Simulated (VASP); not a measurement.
# Cl2 in VASP: notebook

Aim: see how the results for Cl2 move with the level of theory and the settings. Levels: PBEsol, LDA, PBE, PBE+D3(BJ). Tasks: relaxation of the atoms.

Everything below comes from runs of VASP 6.6.1. Logs are shortened: lines on timing, memory, paths and dates and some standing lists are left out, and cuts for length are marked.

### 1 The molecule as given

The cell holds a molecule in a box, 2 atoms: a = 10.000 Å, b = 10.500 Å, c = 11.000 Å, α = 90.00°, β = 90.00°, γ = 90.00°.

### 2 Relaxation of the atoms, PBEsol

Input file INCAR:

```
ALGO = Normal ; EDIFF = 1E-7
EDIFFG = -0.005 ; ENCUT = 520
GGA = PS ; IBRION = 2
ISIF = 2 ; ISMEAR = 0
ISYM = 0 ; LASPH = T
LCHARG = F ; LREAL = F
LWAVE = F ; NELM = 80
NSW = 90 ; PREC = Accurate
SIGMA = 0.02
```

Input file KPOINTS:

```
k-points
0
Gamma
  1 1 1
```

Input file POSCAR:

```
Cl
1.0
   10.0000000000      0.0000000000      0.0000000000
    0.0000000000     10.5000000000      0.0000000000
    0.0000000000      0.0000000000     11.0000000000
Cl
2
Direct
    0.5000000000      0.5000000000      0.4095454500
    0.5000000000      0.5000000000      0.5904545500
```

Potentials or basis: VASP PAW PBE potentials, release 64 (Cl).

On the command line:

```bash
cat potpaw_PBE.64/Cl/POTCAR > POTCAR
mpirun -np 1 vasp_std > vasp.out
```

OUTCAR:

```text
EDIFF = 1E-7
   EDIFFG = -0.005
   ENCUT = 520
   GGA = PS
   IBRION = 2
   ISIF = 2
   ISMEAR = 0
   ISYM = 0
   LASPH = T
   LREAL = F
   NELM = 80
   NSW = 90
   PREC = Accurate

 ion  position               nearest neighbor table
   1  0.500  0.500  0.410-   2 1.99
   2  0.500  0.500  0.590-   1 1.99

IMPORTANT INFORMATION: All symmetrisations will be switched off!
NOSYMM: (Re-)initialisation of all symmetry stuff for point group C_1.

----------------------------------------------------------------------------------------

                                     Primitive cell

  volume of cell :    1155.0000

  direct lattice vectors                    reciprocal lattice vectors
    10.000000000  0.000000000  0.000000000     0.100000000  0.000000000  0.000000000
     0.000000000 10.500000000  0.000000000     0.000000000  0.095238095  0.000000000
     0.000000000  0.000000000 11.000000000     0.000000000  0.000000000  0.090909091

  length of vectors
    10.000000000 10.500000000 11.000000000     0.100000000  0.095238095  0.090909091

  position of ions in fractional coordinates (direct lattice)
     0.500000000  0.500000000  0.409545450
     0.500000000  0.500000000  0.590454550

  ion indices of the primitive-cell ions
   primitive index   ion index
                 1           1
                 2           2

----------------------------------------------------------------------------------------

 KPOINTS: k-points

Automatic generation of k-mesh.
 Grid dimensions read from file:
 generate k-points for:    1    1    1

 Generating k-lattice:

  Cartesian coordinates                     Fractional coordinates (reciprocal lattice)
     0.100000000  0.000000000  0.000000000     1.000000000  0.000000000  0.000000000
     0.000000000  0.095238095  0.000000000     0.000000000  1.000000000  0.000000000
     0.000000000  0.000000000  0.090909091     0.000000000  0.000000000  1.000000000

  Length of vectors
     0.100000000  0.095238095  0.090909091

  Shift w.r.t. Gamma in fractional coordinates (k-lattice)
     0.000000000  0.000000000  0.000000000

 Subroutine IBZKPT returns following result:
 ===========================================

 Found      1 irreducible k-points:

 Following reciprocal coordinates:
            Coordinates               Weight
  0.000000  0.000000  0.000000      1.000000
   k-points           NKPTS =      1   k-points in BZ     NKDIM =      1   number of bands    NBANDS=     11
   number of dos      NEDOS =    301   number of ions     NIONS =      2
   total plane-waves  NPLWV = 537600
   dimension x,y,z NGX =    80 NGY =   80 NGZ =   84
   dimension x,y,z NGXF=   160 NGYF=  160 NGZF=  168
   ions per type =               2
   NGX,Y,Z   is equivalent  to a cutoff of  13.30, 12.67, 12.70 a.u.
   NGXF,Y,Z  is equivalent  to a cutoff of  26.60, 25.33, 25.39 a.u.
 SYSTEM =  unknown system
   PREC   = accura    normal or accurate (medium, high low for compatibility)
   ISTART =      0    job   : 0-new  1-cont  2-samecut
   ICHARG =      2    charge: 1-file 2-atom 10-const
   ISPIN  =      1    spin polarized calculation?
   LNONCOLLINEAR =      F non collinear calculations
   LSORBIT =      F    spin-orbit coupling
   LASPH  =      T    aspherical Exc in radial PAW
   ENCUT  =  520.0 eV  38.22 Ry    6.18 a.u.  18.59 19.52 20.45*2*pi/ulx,y,z
   NELM   =     80;   NELMIN=  2; NELMDL= -5     # of ELM steps
   EDIFF  = 0.1E-06   stopping-criterion for ELM
   LREAL  =      F    real-space projection
   EDIFFG = -.5E-02   stopping-criterion for IOM
   NSW    =     90    number of steps for IOM
   IBRION =      2    ionic relax: 0-MD 1-quasi-New 2-CG
   NFREE  =      1    steps in history (QN), initial steepest desc. (CG)
   ISIF   =      2    stress and relaxation
   ISYM   =      0    0-nonsym 1-usesym 2-fastsym
   POTIM  = 0.5000    time-step for ionic-motion
   TEBEG  =    0.0;   TEEND  =   0.0 temperature during run
   PSTRESS=    0.0 pullay stress
   NELECT =      14.0000    total number of electrons
   NUPDOWN=      -1.0000    fix difference up-down
   EMIN   =  10.00;   EMAX   =-10.00  energy-range for DOS
   EFERMI =   0.00;   METHOD = LEGACY
   ISMEAR =     0;   SIGMA  =   0.02  broadening in eV -4-tet -1-fermi 0-gaus
   EFERMI_NEDOS =   21; number of points for ismear=-14 and -15
   IALGO  =     38    algorithm
   IMIX   =      4    mixing-type and parameters
     AMIX     =   0.40;   BMIX     =  1.00
     AMIX_MAG =   1.60;   BMIX_MAG =  1.00
  volume/ion in A,a.u.               =     577.50      3897.16
  Fermi-wavevector in a.u.,A,eV,Ry     =   0.376060  0.710650  1.924149  0.141421
  Thomas-Fermi vector in A             =   1.307622
   LORBIT       =      0    0 simple, 1 ext, 2 COOP (PROOUT), +10 PAW based schemes
   GGA     = PS    functional components
   LHFCALC =     F    Hartree Fock is set to
   AEXX    =    0.0000 exact exchange contribution
   IVDW    =     0    specifies the selected vdW correction
   LEPSILON=     F    determine dielectric tensor
   LRPA    =     F    only Hartree local field effects (RPA)
 conjugate gradient relaxation of ions
 non-spin polarized calculation
 Gauss-broadening in eV      SIGMA  =   0.02
  energy-cutoff  :      520.00
  volume of cell :     1155.00
 maximum number of plane-waves:     31095
 NGX is ok and might be reduce to    80
   NGX = 37   NGY = 39   NGZ = 41

--------------------------------------- Ionic step        1  -------------------------------------------

 number of electron      13.9999997 magnetization

 Free energy of the ion-electron system (eV)
  ---------------------------------------------------
  ext. energy  EPLUGINS =         0.00000000
  ---------------------------------------------------
  free energy    TOTEN  =        -3.84314488 eV

  energy without entropy =       -3.84314488  energy(sigma->0) =       -3.84314488

------------------------ aborting loop because EDIFF is reached ----------------------------------------

  FORCE on cell =-STRESS in cart. coord.  units (eV):
  Direction    XX          YY          ZZ          XY          YZ          ZX
  --------------------------------------------------------------------------------------
  -------------------------------------------------------------------------------------
  Total       -0.0198035     -0.0212690     -0.4028792     -0.0000000     -0.0000000     -0.0000000
  in kB       -0.0274707     -0.0295037     -0.5588606     -0.0000000     -0.0000000     -0.0000000
  external PRESSURE =      -0.2052783 kB  Pullay stress =       0.0000000 kB
[... 57 lines left out ...]
  energy  without entropy=       -3.8433340932  energy(sigma->0) =       -3.84333409

--------------------------------------- Ionic step        3  -------------------------------------------

 number of electron      13.9999996 magnetization

 Free energy of the ion-electron system (eV)
  ---------------------------------------------------
  ext. energy  EPLUGINS =         0.00000000
  ---------------------------------------------------
  free energy    TOTEN  =        -3.84409472 eV

  energy without entropy =       -3.84409472  energy(sigma->0) =       -3.84409472

 E-fermi :  -6.8114     XC(G=0):  -0.7980

 val. band max:       -6.9171532084   @ k =   0.0000   0.0000   0.0000
 cond. band min:      -3.8009835692   @ k =   0.0000   0.0000   0.0000
 fundamental gap:      3.1161696392
 Fermi energy:        -6.8113754510

 k-point     1 :       0.0000    0.0000    0.0000
  band No.  band energies     occupation
      1     -23.2785      2.00000
      2     -18.8721      2.00000
      3     -11.6754      2.00000
      4      -9.6776      2.00000
      5      -9.6775      2.00000
      6      -6.9172      2.00000
      7      -6.9172      2.00000
      8      -3.8010      0.00000
      9      -0.2561      0.00000
     10       0.9321      0.00000
     11       1.0482      0.00000
[... 27 lines left out ...]
  FREE ENERGIE OF THE ION-ELECTRON SYSTEM (eV)
  ---------------------------------------------------
  free  energy   TOTEN  =        -3.8440947158 eV

  energy  without entropy=       -3.8440947158  energy(sigma->0) =       -3.84409472

 reached required accuracy - stopping structural energy minimisation
```

CONTCAR:

```text
Cl
   1.00000000000000
    10.0000000000000000    0.0000000000000000    0.0000000000000000
     0.0000000000000000   10.5000000000000000    0.0000000000000000
     0.0000000000000000    0.0000000000000000   11.0000000000000000
  Cl
     2
Direct
     0.4999999987152435    0.5000000001460426    0.4099922874441050
     0.5000000012847564    0.4999999998539574    0.5900077125558950

  0.00000000E+00  0.00000000E+00  0.00000000E+00
  0.00000000E+00  0.00000000E+00  0.00000000E+00
```

Wall time 2.3 min (1 thread of Intel Xeon 6975P-C (Granite Rapids), shared host); peak memory 1 GiB.

Results:

```
Free energy                     : -3.8441 eV
Energy gained by relaxing       : 0.5 meV/atom
Ionic steps                     : 3
Gap between the frontier levels : 3.12 eV
```

Step by step:
```tsv
step	energy change (eV)	largest force (eV/Å)	pressure (GPa)
1	0.0000	0.1917	-0.02
2	-0.0002	0.1769	0.01
3	-0.0009	0.0003	0.00
```

Final structure:
```
Cl
1.0
    10.00000    0.00000    0.00000
     0.00000   10.50000    0.00000
     0.00000    0.00000   11.00000
Cl
2
Direct
  0.50000 0.50000 0.40999
  0.50000 0.50000 0.59001
```

Caveat: the PAW data sets were made with another functional, which shifts forces and pressure a little.

### 3 Relaxation of the atoms, LDA

INCAR: that of step 2 with these lines changed.

```diff
@@ -2,3 +2,3 @@
 EDIFFG = -0.005 ; ENCUT = 520
-GGA = PS ; IBRION = 2
+GGA = CA ; IBRION = 2
 ISIF = 2 ; ISMEAR = 0
```

KPOINTS is that of step 2.

POSCAR is that of step 2.

Potentials or basis: VASP PAW LDA potentials, release 64 (Cl).

On the command line:

```bash
cat potpaw_LDA.64/Cl/POTCAR > POTCAR
mpirun -np 1 vasp_std > vasp.out
```

Wall time 71 s (1 thread of Intel Xeon 6975P-C (Granite Rapids), shared host); peak memory 0.68 GiB.

Results (log left out):

```
Free energy                     : -3.9877 eV
Energy gained by relaxing       : 1.7 meV/atom
Ionic steps                     : 3
Gap between the frontier levels : 3.08 eV
```

The path:
```tsv
step	energy change (eV)	largest force (eV/Å)	pressure (GPa)
1	0.0000	0.3671	-0.04
2	-0.0006	0.3539	0.03
3	-0.0035	0.0000	0.00
```

Final structure:
```yaml
crystal:
  lattice:
    - [10.00000, 0.00000, 0.00000]
    - [0.00000, 10.50000, 0.00000]
    - [0.00000, 0.00000, 11.00000]
  atoms:
    - { symbol: Cl, position: [0.50000, 0.50000, 0.41040] }
    - { symbol: Cl, position: [0.50000, 0.50000, 0.58960] }
```

Levels at points of the mesh, in eV from the valence-band top:
```csv
k point,band 4,band 5,band 6,band 7,band 8,band 9,band 10,band 11
"(0.00, 0.00, 0.00)",-2.81,-2.81,0.00,0.00,3.08,6.75,7.92,8.10
```

As with any semilocal functional, this LDA gap is likely too small.

### 4 Relaxation of the atoms, PBE

INCAR: that of step 3 with these lines changed.

```diff
@@ -2,3 +2,3 @@
 EDIFFG = -0.005 ; ENCUT = 520
-GGA = CA ; IBRION = 2
+GGA = PE ; IBRION = 2
 ISIF = 2 ; ISMEAR = 0
```

KPOINTS is that of step 3.

POSCAR is that of step 3.

Potentials or basis: VASP PAW PBE potentials, release 64 (Cl).

On the command line:

```bash
cat potpaw_PBE.64/Cl/POTCAR > POTCAR
mpirun -np 1 vasp_std > vasp.out
```

Run time: 1.8 min. Hardware: 1 thread of Intel Xeon 6975P-C (Granite Rapids), shared host; peak memory 1 GiB.

The run converged. Its results:

```yaml
Free_energy: -3.5975 eV
Energy_gained_by_relaxing: 0.1 meV/atom
Ionic_steps: 3
Gap_between_the_frontier_levels: 3.06 eV
```

The path:
```csv
step,energy change (eV),largest force (eV/Å),pressure (GPa)
1,0.0000,0.0693,0.00
2,0.0000,0.0566,-0.01
3,-0.0001,0.0003,0.00
```

Final structure:
```
CELL_PARAMETERS angstrom
10.00000 0.00000 0.00000
0.00000 10.50000 0.00000
0.00000 0.00000 11.00000
ATOMIC_POSITIONS crystal
Cl 0.50000 0.50000 0.40938
Cl 0.50000 0.50000 0.59062
```

Levels at points of the mesh, in eV from the valence-band top:
```
           k point  band 5  band 6  band 7  band 8  band 9  band 10
(0.00, 0.00, 0.00)   -2.66    0.00    0.00    3.06    6.67     7.90
```

### 5 Relaxation of the atoms, PBE+D3(BJ)

Input file INCAR:

```
ALGO = Normal ; EDIFF = 1E-7
EDIFFG = -0.005 ; ENCUT = 520
GGA = PE ; IBRION = 2
ISIF = 2 ; ISMEAR = 0
ISYM = 0 ; IVDW = 12
LASPH = T ; LCHARG = F
LREAL = F ; LWAVE = F
NELM = 80 ; NSW = 90
PREC = Accurate ; SIGMA = 0.02
```

KPOINTS is that of step 4.

POSCAR is that of step 4.

On the command line:

```bash
cat potpaw_PBE.64/Cl/POTCAR > POTCAR
mpirun -np 1 vasp_std > vasp.out
```

Run time: 1.9 min. Hardware: 1 thread of Intel Xeon 6975P-C (Granite Rapids), shared host; peak memory 1 GiB.

Results (log left out):

* Free energy: -3.6264 eV
* Energy gained by relaxing: 0.1 meV/atom
* Ionic steps: 3
* Gap between the frontier levels: 3.06 eV
* Dispersion energy per atom: -0.014 eV

Step by step:
```csv
step,energy change (eV),largest force (eV/Å),pressure (GPa)
1,0.0000,0.0681,0.00
2,0.0000,0.0556,-0.01
3,-0.0001,0.0003,0.00
```

Final structure:
```
Cl
1.0
    10.00000    0.00000    0.00000
     0.00000   10.50000    0.00000
     0.00000    0.00000   11.00000
Cl
2
Direct
  0.50000 0.50000 0.40938
  0.50000 0.50000 0.59062
```

Levels at points of the mesh, in eV from the valence-band top:
```csv
k point,band 5,band 6,band 7,band 8,band 9,band 10
"(0.00, 0.00, 0.00)",-2.66,0.00,0.00,3.06,6.67,7.90
```

PBE gaps usually lie below the measured ones, often by a third to a half.

### 6 Overview

```csv
level,potentials or basis,gap on the mesh (eV)
PBEsol,"VASP PAW PBE potentials, release 64 (Cl)",3.12
LDA,"VASP PAW LDA potentials, release 64 (Cl)",3.08
PBE,"VASP PAW PBE potentials, release 64 (Cl)",3.06
PBE+D3(BJ),"VASP PAW PBE potentials, release 64 (Cl)",3.06
```

Alike in all rows: task relaxation of the atoms; no spin polarisation; cell atoms relaxed; k mesh 1 × 1 × 1; cutoff (eV) 520; smearing gaussian 0.02 eV.

Caveats: the PAW data sets were made with another functional, which shifts forces and pressure a little (some runs).

Absolute energies hang on the potentials; compare differences alone.
